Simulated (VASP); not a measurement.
The system is SnSe.

```xyz
2
Lattice="0.0000 3.0100 3.0100 3.0100 0.0000 3.0100 3.0100 3.0100 0.0000" Properties=species:S:1:pos:R:3 pbc="T T T"
Sn    0.0000    0.0000    0.0000
Se    3.0100    3.0100    3.0100
```

Measurements of this composition are mostly on another form, of space group No. 62.

* Program: VASP 6.6.1
* Task: relaxation of cell and atoms
* Functional: revPBE
* Dispersion: D4
* Potentials or basis: VASP PAW PBE potentials, release 64 (Sn_d, Se)
* Cutoff: 600 eV
* k mesh: 8 × 8 × 8
* Occupations: fermi-dirac, width 0.05 eV
* Spin: no spin polarisation

At the start: pressure -1.5 GPa; volume 27.27 Å³/atom.

Task: How do energy, volume and symmetry change on relaxing?

Result: Over 3 steps the energy falls by 4.2 meV/atom and the volume is 26.41 Å³/atom (-3.2 %); space group Fm-3m (No. 225, to 0.05 Å).

Step by step:
| step | energy change (eV) | largest force (eV/Å) | pressure (GPa) | volume (Å³) |
| --- | --- | --- | --- | --- |
| 1 | 0.0000 | 0.0000 | -1.45 | 54.54 |
| 2 | -0.0082 | 0.0000 | 0.21 | 52.61 |
| 3 | -0.0083 | 0.0000 | 0.03 | 52.82 |

Final structure:
```yaml
crystal:
  lattice:
    - [0.00000, 2.97790, 2.97790]
    - [2.97790, 0.00000, 2.97790]
    - [2.97790, 2.97790, 0.00000]
  atoms:
    - { symbol: Sn, position: [0.00000, 0.00000, 0.00000] }
    - { symbol: Se, position: [0.50000, 0.50000, 0.50000] }
```

Caveat: the PAW data sets were made with another functional, which shifts forces and pressure a little.
